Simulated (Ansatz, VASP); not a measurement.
# PbSe (Clausthalite) in two plane-wave programs, part 2 of 2

One calculation is typed for both programs; each brings its own data sets and cutoff. How far apart do they land? The cell is taken from a series of VASP runs on this material, whose earlier steps may have relaxed, scaled or displaced it; both programs get it as it stands.

VASP 6.6.1 and Ansatz 0.2.0.

So far: The starting structure; VASP: band structure, PBE0; Ansatz: band structure, PBE0.

## 4. Differences

Known differences besides the potentials themselves: exact exchange at q = 0 is treated differently, which shows on coarse meshes; VASP keeps PBE cores, Ansatz makes them for the functional; the data sets hold 30 valence electrons in Ansatz (default PAW (the set named soft_2) files) and 20 in VASP; the cutoff is 420 eV in Ansatz and 350 eV in VASP; VASP takes a coarser grid for exact exchange (PRECFOCK = Fast). Total energies have different zeros and are not compared.

Both answers:

| quantity | Ansatz | VASP | difference |
| --- | --- | --- | --- |
| gap over the path points (eV) | 1.286 | 1.287 | -0.001 |

Levels at points of the path, from each program's valence-band top (eV; 4 filled, then empty):

| k (reciprocal lattice) | Ansatz | VASP |
| --- | --- | --- |
| 0.000 0.000 0.000 | -6.74 -2.27 -2.27 -2.27 6.15 6.15 6.15 | -6.78 -2.28 -2.28 -2.28 6.17 6.17 6.17 |
| 0.500 0.000 0.500 | -8.03 -5.75 -3.78 -3.78 4.76 7.15 7.15 | -8.02 -5.74 -3.79 -3.79 4.78 7.15 7.15 |
| 0.500 0.222 0.722 | -8.78 -5.06 -4.74 -1.11 3.17 6.09 6.55 | -8.78 -5.05 -4.73 -1.10 3.16 6.08 6.54 |
| 0.403 0.347 0.750 | -8.83 -5.24 -3.62 -2.34 4.35 5.51 6.87 | -8.83 -5.24 -3.62 -2.34 4.34 5.50 6.87 |
| 0.125 0.125 0.250 | -7.82 -2.84 -1.87 -1.13 3.48 4.14 5.60 | -7.82 -2.84 -1.87 -1.13 3.48 4.15 5.60 |
| 0.278 0.278 0.278 | -8.55 -2.04 -2.04 -0.98 2.93 3.84 3.84 | -8.54 -2.04 -2.04 -0.98 2.92 3.85 3.85 |
| 0.500 0.500 0.500 | -9.75 -1.82 -1.82 0.00 1.29 2.76 2.76 | -9.76 -1.82 -1.82 0.00 1.29 2.78 2.78 |
| 0.556 0.389 0.556 | -9.51 -3.40 -2.31 -1.31 2.65 3.56 4.87 | -9.52 -3.40 -2.31 -1.32 2.65 3.57 4.87 |
| 0.583 0.250 0.667 | -8.82 -5.22 -3.88 -2.05 4.09 5.62 6.83 | -8.82 -5.22 -3.87 -2.05 4.08 5.61 6.83 |
| 0.500 0.306 0.694 | -8.96 -4.67 -4.54 -0.98 2.86 6.07 6.24 | -8.96 -4.66 -4.54 -0.98 2.85 6.07 6.24 |

Among the levels compared at these points, filled levels agree within 33 meV and empty ones within 21 meV.

## 5. Ansatz: band structure, r2SCAN-EpsX with an exact-exchange share of 0.011

Levels along a path test the potential and the projectors away from the mesh points.

The cell is taken from a series of VASP runs on this material, whose earlier steps may have relaxed, scaled or displaced it; both programs get it as it stands.

input.yaml

```yaml
crystal:
  lattice:
    - [0.0, 3.06065, 3.06065]
    - [3.06065, 0.0, 3.06065]
    - [3.06065, 3.06065, 0.0]
  atoms:
    - { symbol: Pb, position: [0.0, 0.0, 0.0] }
    - { symbol: Se, position: [0.5, 0.5, 0.5] }
hamiltonian:
  xc: { exchange: r2scan, correlation: r2scan, exx: { coeff: 0.011 } }
  pseudopotentials: { kind: paw }
kpoints:
  mp_grid: { grid: [4, 4, 4] }
  band_path:
    path:
      - [0.0, 0.0, 0.0]
      - [0.5, 0.0, 0.5]
      - [0.5, 0.22222, 0.72222]
      - [0.40278, 0.34722, 0.75]
      - [0.125, 0.125, 0.25]
      - [0.27778, 0.27778, 0.27778]
      - [0.5, 0.5, 0.5]
      - [0.55556, 0.38889, 0.55556]
      - [0.58333, 0.25, 0.66667]
      - [0.5, 0.30556, 0.69444]
      - [0.48611, 0.48611, 0.52778]
      - [0.625, 0.25, 0.625]
      - [0.5, 0.0, 0.5]
    npoints: 1
scf:
  occupations: { method: gaussian, width: 0.03 }
  n_extra_bands: 7
output:
  forces: true
  stress: true
  eigenvalues: true
  write_density: true
  write_potential: true
  elf: true
  volumetric_format: npy
```

The run is started by

```console
$ ansatz run input.yaml --threads 4 --pin off --max-ram 9216MiB --backend cpu --events-out ev --progress --plain --runs-dir out
```

Numbers of over 12 decimals in the logs are rounded to 6 here.

Output:

```text
[...]
Crystal: 2 atoms, lattice volume = 57.342 Å³
Basis set: ecut = 500 eV, 1459 PW (Γ), exchange–correlation on 128×128×128 points (64 copies of the dense FFT grid, shifted against one another)
Bands: 22, of which v1, the nominal top of the filled ones, is band 15 counted from 1 (14 counted from 0)
Symmetry: 48 space group operations
[...]
k-points: 8 of 64
[...]
--- Band table (eV; the first three rows and the last of 8) ---
  k-point 0: bands = [... 11 lower, 2.5017, 6.8083, 6.8083, 6.8083, 13.9551, 13.9551, 13.9551, 15.8645, ... 3 higher]
  k-point 1: bands = [... 11 lower, 1.0885, 6.9793, 6.9793, 7.7905, 11.3403, 12.0752, 12.0752, 15.8629, ... 3 higher]
  k-point 2: bands = [... 11 lower, -0.2395, 7.2314, 7.2314, 8.8663, 9.4804, 10.8165, 10.8165, 17.9982, ... 3 higher]
  k-point 7: bands = [... 11 lower, 0.6033, 4.4372, 4.4372, 7.9691, 11.0694, 14.2151, 14.2151, 17.1081, ... 3 higher]
[key lines of the parts left out:]
Free energy (F): -17400.167034 eV
Fermi energy:    9.173380 eV
P = ⅓ Tr σ = 1.5353 GPa (15.353 kbar)
```

Run time: 32 s. Hardware: 4 threads of Arm Neoverse V1, shared host; peak memory 1 GiB; 1.9 min of CPU time.

## 6. VASP: band structure, r2SCAN-EpsX with an exact-exchange share of 0.011

The same cell, functional, mesh and smearing now go to VASP, with its own data sets and cutoff.

The run reads the wave functions of an earlier VASP run, which isn't shown here.

INCAR

```
SYSTEM = PbSe
PREC = Accurate
ENCUT = 350
EDIFF = 1E-06
NELM = 100
ISMEAR = 0
SIGMA = 0.03
LREAL = .FALSE.
ALGO = Normal
LHFCALC = .TRUE.
AEXX = 0.011
METAGGA = R2SCAN
LASPH = .TRUE.
NBANDS = 16
PRECFOCK = Fast
HFRCUT = -1
LORBIT = 11
LWAVE = .FALSE.
LCHARG = .FALSE.
KPAR = 4
```

POSCAR

```
PbSe
1.0
    0.0000000000      3.0606500000      3.0606500000
    3.0606500000      0.0000000000      3.0606500000
    3.0606500000      3.0606500000      0.0000000000
Pb Se
1 1
Direct
    0.0000000000      0.0000000000      0.0000000000
    0.5000000000      0.5000000000      0.5000000000
```

KPOINTS

```
Automatic mesh
0
Gamma
4 4 4
0 0 0
```

KPOINTS_OPT

```
Line mode
10
Line-mode
Reciprocal
  0.00000000   0.00000000   0.00000000 GAMMA
  0.50000000   0.00000000   0.50000000 X

  0.50000000   0.00000000   0.50000000 X
  0.50000000   0.25000000   0.75000000 W

  0.50000000   0.25000000   0.75000000 W
  0.37500000   0.37500000   0.75000000 K

  0.37500000   0.37500000   0.75000000 K
  0.00000000   0.00000000   0.00000000 GAMMA

  0.00000000   0.00000000   0.00000000 GAMMA
  0.50000000   0.50000000   0.50000000 L

  0.50000000   0.50000000   0.50000000 L
  0.62500000   0.25000000   0.62500000 U

  0.62500000   0.25000000   0.62500000 U
  0.50000000   0.25000000   0.75000000 W

  0.50000000   0.25000000   0.75000000 W
  0.50000000   0.50000000   0.50000000 L

  0.50000000   0.50000000   0.50000000 L
  0.37500000   0.37500000   0.75000000 K

  0.62500000   0.25000000   0.62500000 U
  0.50000000   0.00000000   0.50000000 X
```

The projector-augmented-wave data sets are Pb_d and Se (PBE family, release 64).

The run is started by

```console
$ mpirun -np 4 vasp_std
```

Output:

```text
[banner, memory and clock lines left out]
running    4 mpi-ranks, on    1 nodes
[...]
|                                                                             |
|               ----> ADVICE to this user running VASP <----                  |
|                                                                             |
|     You enforced a specific xc type in the INCAR file but a different       |
|     [... a line on the potential file left out ...]
|     I HOPE YOU KNOW WHAT YOU ARE DOING!                                     |
|                                                                             |

 LDA part: xc-table for (None), standard interpolation
 found WAVECAR, reading the header
 POSCAR, INCAR and KPOINTS ok, starting setup
[...]
HFRCUT set to (new)   9.568726
 reading WAVECAR
 the WAVECAR file was read successfully
 initial charge from wavefunction
 entering main loop
       N       E                     dE             d eps       ncg     rms          rms(c)
[...]
DAV:  11    -0.713472178364E+02   -0.10082E-05   -0.57435E-07   176   0.690E-03    0.655E-03
DAV:  12    -0.713472182538E+02   -0.41742E-06   -0.24047E-07   200   0.447E-03
   1 F= -.71347218E+02 E0= -.71347218E+02  d E =-.217155E-24
 Start KPOINTS_OPT (optional k-point list driver)
k-point batch [1-8\100]
       N       E                     dE             ncg
DAV:   1     0.162443167575E+03   -0.14964E+04      264
DAV:   2    -0.997455514912E+03   -0.11599E+04      264
DAV:   3    -0.107014957713E+04   -0.72694E+02      352
DAV:   4    -0.107137796381E+04   -0.12284E+01      288
DAV:   5    -0.107142726821E+04   -0.49304E-01      368
DAV:   6    -0.107143049038E+04   -0.32222E-02      344
DAV:   7    -0.107143050849E+04   -0.18103E-04      384
DAV:   8    -0.107143050873E+04   -0.24171E-06      224
[...]
k-point batch [97-100\100]
       N       E                     dE             ncg
DAV:   1     0.243400296296E+04   -0.20128E+04      128
DAV:   2     0.185933786974E+04   -0.57467E+03      144
DAV:   3     0.182279034956E+04   -0.36548E+02      152
DAV:   4     0.182209269285E+04   -0.69766E+00      192
DAV:   5     0.182206221492E+04   -0.30478E-01      176
DAV:   6     0.182206079132E+04   -0.14236E-02      208
DAV:   7     0.182206078315E+04   -0.81657E-05      184
DAV:   8     0.182206078306E+04   -0.89010E-07      160
```

Parts of OUTCAR (step 6):

```text
 POSITION                                       TOTAL-FORCE (eV/Angst)
 -----------------------------------------------------------------------------------
      0.00000      0.00000      0.00000        -0.000000      0.000000     -0.000000
      3.06065      3.06065      3.06065         0.000000     -0.000000      0.000000
 -----------------------------------------------------------------------------------
    total drift:                                0.000000      0.000000      0.000000

  FREE ENERGIE OF THE ION-ELECTRON SYSTEM (eV)
  ---------------------------------------------------
  free  energy   TOTEN  =       -71.3472182538 eV

  energy  without entropy=      -71.3472182538  energy(sigma->0) =      -71.34721825

[... 2 parts as in an earlier step ...]

[... 1 further part left out ...]
[key lines of the parts left out:]
E-fermi :   5.1088
```

## 7. Comparison

What differs besides the data sets and the points named for the pairs above, as far as they apply: the cutoff is 500 eV in Ansatz and 350 eV in VASP. Total energies have different zeros and are not compared.

Both answers:

| quantity | Ansatz | VASP | difference |
| --- | --- | --- | --- |
| gap over the path points (eV) | 0.614 | 0.619 | -0.005 |

Levels at points of the path, from each program's valence-band top (eV; 4 filled, then empty):

| k (reciprocal lattice) | Ansatz | VASP |
| --- | --- | --- |
| 0.000 0.000 0.000 | -6.37 -2.06 -2.06 -2.06 5.09 5.09 5.09 | -6.38 -2.05 -2.05 -2.05 5.10 5.10 5.10 |
| 0.500 0.000 0.500 | -7.57 -5.20 -3.43 -3.43 4.05 6.05 6.05 | -7.58 -5.19 -3.42 -3.42 4.06 6.05 6.05 |
| 0.500 0.222 0.722 | -8.25 -4.57 -4.28 -1.02 2.35 5.14 5.55 | -8.26 -4.57 -4.27 -1.02 2.36 5.16 5.56 |
| 0.403 0.347 0.750 | -8.29 -4.76 -3.25 -2.12 3.45 4.52 5.84 | -8.29 -4.75 -3.24 -2.11 3.45 4.53 5.85 |
| 0.125 0.125 0.250 | -7.34 -2.53 -1.71 -1.08 2.69 3.26 4.63 | -7.35 -2.52 -1.70 -1.08 2.69 3.26 4.63 |
| 0.278 0.278 0.278 | -8.00 -1.85 -1.85 -0.93 2.17 2.97 2.97 | -8.01 -1.84 -1.84 -0.93 2.18 2.98 2.98 |
| 0.500 0.500 0.500 | -9.11 -1.64 -1.64 0.00 0.61 1.95 1.95 | -9.11 -1.62 -1.62 0.00 0.62 1.96 1.96 |
| 0.556 0.389 0.556 | -8.89 -3.09 -2.10 -1.23 1.89 2.71 3.93 | -8.90 -3.08 -2.09 -1.22 1.90 2.71 3.93 |
| 0.583 0.250 0.667 | -8.28 -4.74 -3.48 -1.86 3.20 4.65 5.81 | -8.29 -4.73 -3.47 -1.86 3.21 4.65 5.82 |
| 0.500 0.306 0.694 | -8.40 -4.21 -4.10 -0.91 2.08 5.07 5.25 | -8.41 -4.21 -4.09 -0.90 2.08 5.07 5.25 |

Among the levels compared at these points, filled levels agree within 13 meV and empty ones within 11 meV.

## 8. Results

| Quantity | Value |
| --- | --- |
| difference in gap over the path points (band structure, PBE0) | -0.0013 eV |
| difference in gap over the path points (band structure, r2SCAN-EpsX with an exact-exchange share of 0.011) | -0.0053 eV |

**Reading.** The difference in gap over the path points is -0.0053 eV (band structure, r2SCAN-EpsX with an exact-exchange share of 0.011), within the 0.08 eV picked in this series as the mark of a large difference. Such differences can come from data sets, numerical settings and the points named under the comparisons, not from the functional's error against experiment.

[Lines on the potential files, build, host, timing and source positions are cut from VASP's logs without a mark.]

[Logs are printed without paths, hosts, clocks, repeated set-up lines and the standing remarks that a program may print on its own settings, such as how far it seeks lower states.]

[Hosts, paths, dates, database ids (printed as entryN), source tags and the programs' standing remarks are cut or masked in the printed files.]
